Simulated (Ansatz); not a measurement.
# SnO in Ansatz: the effect of functional

SnO:

```
Sn O
1.0
     3.35500    0.00000    0.00000
     0.00000    5.67410    0.00000
     0.00000    0.00000    4.22197
Sn O
2 2
Direct
  0.50000 0.76809 0.01314
  0.00000 0.23191 0.51314
  0.50000 0.10875 0.23686
  0.00000 0.89125 0.73686
```

The cell comes from a database or a generator and needn't be the stable form of this composition.

Alike in all runs:

```yaml
Program: Ansatz 0.2.0
Task: projected density of states
Potentials_or_basis: Ansatz PAW
k_mesh: 5 × 3 × 4
Occupations: fermi-dirac, width 0.05 eV
Spin: no spin polarisation
```

Task: One run gave: gap on the mesh 3.24 eV; largest force 1.07 eV/Å. Which functional did it use?
A. PBEsol
B. r2SCAN
C. LDA
D. r2SCAN0
E. PBE0

Result: D.

```csv
functional,cutoff,gap on the mesh (eV),largest force (eV/Å)
LDA,420 eV,1.59,0.75
PBEsol,420 eV,1.55,0.43
r2SCAN,500 eV,1.92,0.64
HSE06,420 eV,2.32,0.76
PBE0,420 eV,2.99,0.78
r2SCAN0,500 eV,3.24,1.07
```

Caveats: odd divisions of the mesh miss points on the zone boundary, where band edges often lie, so the gap on the mesh can be too wide; spin-orbit coupling is left out, which moves the levels of the heavy elements; the PAW data sets come from PBE, with cores solved anew for the run's functional, which leaves a small shift of forces and pressure; the density of states is complete only up to the lowest level of the last band computed; forces of over 1 eV/Å show positions far from the minimum, so gaps and moduli don't describe the material at rest (some runs).

A k mesh can miss the band edges.

Not every run made on this cell is shown here.
